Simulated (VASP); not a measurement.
# C: convergence, energy and pressure at two fixed cells

C, R-3m (no. 166), 2 atoms in the cell. LDA (VWN5); PAW potentials C (LDA set). VASP 6.6.1.

Wanted: energy difference within 1 meV/atom; pressure within 0.1 GPa; forces within 0.005 eV/Å; gap on the mesh within 0.01 eV.

Second cell: the given cell, volume scaled by 1.03.

The series start from ENCUT (eV): 520; k mesh: 8 x 8 x 8; PREC and ADDGRID: Accurate; LASPH: yes; EDIFF (eV): 1e-7; ALGO and mixing: Normal; LREAL: no; GGA_COMPAT: no. Each series keeps the choices made before it, and each single choice may use up half of a tolerance. Times cover all steps of a run.

## ENCUT (eV)

| ENCUT (eV) | Energy difference (meV/atom) | Pressure (GPa) | Forces, largest deviation (eV/Å) | Gap on the mesh (eV) | Time (s) |
|---|---|---|---|---|---|
| 300 | -5.1 | -34.54 | 0.0783 | 3.557 | 2.4 |
| 350 | -3.1 | -22.32 | 0.0257 | 3.610 | 2.8 |
| 400 | -3.9 | -15.63 | 0.0059 | 3.583 | 3.6 |
| 450 | -4.7 | -12.28 | 0.0037 | 3.607 | 4.7 |
| 520 | -4.7 | -11.76 | 0.0041 | 3.605 | 5.1 |
| 600 | -4.4 | -12.49 | 0.0051 | 3.606 | 5.4 |
| 700 | -3.9 | -12.70 | 0.0028 | 3.608 | 5.7 |
| 800 | -4.0 | -12.42 | 0.0004 | 3.607 | 5.2 |
| 900 | -4.0 | -12.17 | 0.0003 | 3.608 | 9.8 |
| 1000 | -4.0 | -12.13 | 0.0003 | 3.607 | 12 |
| 1200 (reference) | -3.9 | -12.19 | 0.0000 | 3.607 | 13 |

Chosen: 1200; the next looser run is off by more than half of the tolerance, so convergence isn't shown beyond this value.

## k mesh

| k mesh | Energy difference (meV/atom) | Pressure (GPa) | Forces, largest deviation (eV/Å) | Gap on the mesh (eV) | Time (s) |
|---|---|---|---|---|---|
| 4 x 4 x 4 | -6.0 | -11.12 | 0.0479 | 3.899 | 4.5 |
| 6 x 6 x 6 | -4.1 | -12.13 | 0.0050 | 3.630 | 8.0 |
| 8 x 8 x 8 | -3.9 | -12.19 | 0.0005 | 3.607 | 13 |
| 11 x 11 x 11 | -3.9 | -12.20 | 0.0000 | 3.605 | 25 |
| 14 x 14 x 14 (reference) | -3.9 | -12.20 | 0.0000 | 3.607 | 42 |

Chosen: 8 x 8 x 8, the loosest value from which every tighter one stays within half of the tolerance.

## PREC and ADDGRID

| PREC and ADDGRID | Energy difference (meV/atom) | Pressure (GPa) | Forces, largest deviation (eV/Å) | Gap on the mesh (eV) | Time (s) |
|---|---|---|---|---|---|
| Low | -3.9 | -12.20 | 0.0001 | 3.607 | 6.6 |
| Normal | -3.9 | -12.19 | 0.0000 | 3.607 | 5.8 |
| Accurate | -3.9 | -12.19 | 0.0000 | 3.607 | 13 |
| Accurate, ADDGRID (reference) | -3.9 | -12.19 | 0.0000 | 3.607 | 14 |

Chosen: Low.

## LASPH

| LASPH | Energy difference (meV/atom) | Pressure (GPa) | Forces, largest deviation (eV/Å) | Gap on the mesh (eV) | Time (s) |
|---|---|---|---|---|---|
| no | -3.9 | -12.20 | 0.0000 | 3.607 | 5.6 |
| yes (reference) | -3.9 | -12.20 | 0.0000 | 3.607 | 6.6 |

Chosen: no.

## EDIFF (eV)

| EDIFF (eV) | Energy difference (meV/atom) | Pressure (GPa) | Forces, largest deviation (eV/Å) | Gap on the mesh (eV) | Time (s) |
|---|---|---|---|---|---|
| 0.0001 | -3.9 | -12.14 | 0.0003 | 3.607 | 4.8 |
| 1e-5 | -3.9 | -12.21 | 0.0001 | 3.607 | 5.5 |
| 1e-6 | -3.9 | -12.20 | 0.0000 | 3.607 | 6.0 |
| 1e-7 | -3.9 | -12.20 | 0.0000 | 3.607 | 5.6 |
| 1e-8 (reference) | -3.9 | -12.19 | 0.0000 | 3.607 | 7.0 |

Chosen: 1e-5.

## ALGO and mixing

| ALGO and mixing | Energy difference (meV/atom) | Pressure (GPa) | Forces, largest deviation (eV/Å) | Gap on the mesh (eV) | Time (s) |
|---|---|---|---|---|---|
| Normal | -3.9 | -12.21 | 0.0000 | 3.607 | 5.5 |
| Fast | -3.9 | -12.20 | 0.0001 | 3.607 | 6.0 |
| All | -3.9 | -12.20 | 0.0001 | 3.607 | 4.8 |
| Damped, TIME 0.4 | -3.9 | -12.25 | 0.0001 | 3.608 | 7.1 |

Chosen: Normal; no other choice that stays within half of the tolerance saves 30 % of the time.

## LREAL

| LREAL | Energy difference (meV/atom) | Pressure (GPa) | Forces, largest deviation (eV/Å) | Gap on the mesh (eV) | Time (s) |
|---|---|---|---|---|---|
| no | -3.9 | -12.21 | 0.0000 | 3.607 | 5.5 |
| Auto | -3.8 | -15.30 | 0.0403 | 3.604 | 6.2 |

Chosen: no.

## GGA_COMPAT

| GGA_COMPAT | Energy difference (meV/atom) | Pressure (GPa) | Forces, largest deviation (eV/Å) | Gap on the mesh (eV) | Time (s) |
|---|---|---|---|---|---|
| no | -3.9 | -12.21 | 0.0000 | 3.607 | 5.5 |
| yes | -3.9 | -12.21 | 0.0000 | 3.607 | 6.0 |

Chosen: no.

## All choices together

| Input | Energy difference (meV/atom) | Pressure (GPa) | Forces, largest deviation (eV/Å) | Gap on the mesh (eV) | Time (s) |
|---|---|---|---|---|---|
| program defaults, coarse mesh (naive) | -4.8 | -15.52 | 0.0093 | 3.607 | 1.7 |
| chosen settings | -3.9 | -12.21 | 0.0007 | 3.607 | 5.5 |
| reference settings throughout | -3.9 | -12.20 | 0.0000 | 3.607 | 48 |

The chosen settings stay within the tolerance of the reference run, but the reference itself isn't shown to be converged in: ENCUT (eV).

Values of the reference run: Forces: 1.149, 1.149, 1.149, -1.149, -1.149, -1.149 eV/Å.

## The input

INCAR:
```
SYSTEM = C
PREC = Low
ENCUT = 1200
EDIFF = 1E-5
ISMEAR = 0
SIGMA = 0.02
LREAL = .FALSE.
LASPH = .FALSE.
GGA_COMPAT = .FALSE.
ALGO = Normal
NELM = 150
ISIF = 2
LWAVE = .FALSE.
LCHARG = .FALSE.
GGA = VW
NBANDS = 11
KPAR = 2
```

KPOINTS:
```
Automatic mesh
0
Gamma
  8 8 8
  0 0 0
```

POSCAR.step1:
```
C
1.0
    0.0000000000      1.8010282771      1.8010282771
    1.8010282771      0.0000000000      1.8010282771
    1.8010282771      1.8010282771      0.0000000000
C
2
Direct
    0.7500000000      0.7500000000      0.7500000000
    0.5000000000      0.5000000000      0.5000000000
```

POSCAR.step2:
```
C
1.0
    0.0000000000      1.7833700000      1.7833700000
    1.7833700000      0.0000000000      1.7833700000
    1.7833700000      1.7833700000      0.0000000000
C
2
Direct
    0.7500000000      0.7500000000      0.7500000000
    0.5080935300      0.5080935300      0.5080935300
```

Commands (each step's output is kept before the next begins):
```
cat potpaw_LDA.64/C/POTCAR > POTCAR
cp POSCAR.step1 POSCAR
mpirun -np 2 vasp_std > vasp.out
rm WAVECAR CHG
cp POSCAR.step2 POSCAR
mpirun -np 2 vasp_std > vasp.out
```

Limits: One atom is displaced by 0.05 Å on purpose; pressure, forces and gap belong to that cell (POSCAR.step2), and the energy difference is that of POSCAR.step1 less this one, displacement or strain included.

The chosen input took VASP 6.6.1 5.5 s on 2 cores (Intel Xeon 6975P-C (Granite Rapids)), a shared host.

## An input that fails: cutoff far too low

It runs to its end, but against the unchanged starting input it is off by 43.5 meV/atom in the energy difference, 153.39 GPa in the pressure, 0.5040 eV/Å in the forces, 0.270 eV in the gap on the mesh.

Changes against the starting input:
```
(all steps)
- ENCUT = 520
+ ENCUT = 150
```
